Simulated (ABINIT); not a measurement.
Planning a run of ABINIT 10.8.3 on AlN (P6_3mc). The input:

```
acell 3*1.0 Angstrom
rprim 
  3.113000000011 -0.000000000003 0.000000000000
  -1.556500000003 2.695937081992 0.000000000000
  0.000000000000 0.000000000000 4.981000000000
ntypat 2
znucl 13 7
natom 4
typat 1 1 2 2
xred 
  0.333333333333 0.666666666667 0.000000000000
  0.666666666667 0.333333333333 0.500000000000
  0.333333333333 0.666666666667 0.380000000000
  0.666666666667 0.333333333333 0.880000000000
pp_dirpath "pseudos"
pseudos "Al.upf, N.upf"
ecut 36
ngkpt 6 6 4
nshiftk 1
shiftk 0 0 0
kptopt 1
chksymbreak 0
istwfk *1
occopt 1
irdwfk 1
optdriver 4
nband 134
gwcalctyp 10
ecutsigx 36
symsigma 1
nkptgw 21
kptgw 
  0.0000000000 0.0000000000 0.0000000000
  0.1666666667 0.0000000000 0.0000000000
  0.3333333333 0.0000000000 0.0000000000
  0.5000000000 0.0000000000 0.0000000000
  0.1666666667 0.1666666667 0.0000000000
  0.3333333333 0.1666666667 0.0000000000
  0.3333333333 0.3333333333 0.0000000000
  0.0000000000 0.0000000000 0.2500000000
  0.1666666667 0.0000000000 0.2500000000
  0.3333333333 0.0000000000 0.2500000000
  0.5000000000 0.0000000000 0.2500000000
  0.1666666667 0.1666666667 0.2500000000
  0.3333333333 0.1666666667 0.2500000000
  0.3333333333 0.3333333333 0.2500000000
  0.0000000000 0.0000000000 0.5000000000
  0.1666666667 0.0000000000 0.5000000000
  0.3333333333 0.0000000000 0.5000000000
  0.5000000000 0.0000000000 0.5000000000
  0.1666666667 0.1666666667 0.5000000000
  0.3333333333 0.1666666667 0.5000000000
  0.3333333333 0.3333333333 0.5000000000
bdgw 
  1 22
  1 22
  1 22
  1 22
  1 22
  1 22
  1 22
  1 22
  1 22
  1 22
  1 22
  1 22
  1 22
  1 22
  1 22
  1 22
  1 22
  1 22
  1 22
  1 22
  1 22
ecuteps 6.6
irdscr 1
ppmodel 1
indata_prefix "in"
outdata_prefix "out"
tmpdata_prefix "tmp"
```

The database entry behind the starting cell differs from later determinations by our own check (inner coordinate u about 0.002 short), so it need not match the best structure at ambient conditions.

```sh
OMP_NUM_THREADS=1 mpirun -n 4 abinit run.abi > log
```

Q: Estimate wall time and host memory on 4 MPI ranks of Arm Neoverse V1, shared host.

It took 42 min; on shared hardware allow 21 min to 84 min. Peak host memory was 2.3 GiB.

[Paths, hosts, dates, memory and timing lines, banners, echoed tables and standing remarks are left out of the program output.]

[Logs are printed without paths, hosts, clocks, repeated set-up lines and the standing remarks that a program may print on its own settings, such as how far it seeks lower states.]

[Runs of the session that timed out or met a known fault of the program may be left out.]

[Hosts, paths, dates, database ids (printed as entryN), source tags and the programs' standing remarks are cut or masked in the printed files.]

[G0W0 gaps are taken among the corrected bands and points alone; a level outside them can change the order at an edge.]

[Where Ansatz stands beside ABINIT at settings called matched, ABINIT's density can come from a denser mesh and the files from another edition; pairs whose starting gaps differed by over 0.03 eV were left out, so agreement reads better than it is.]
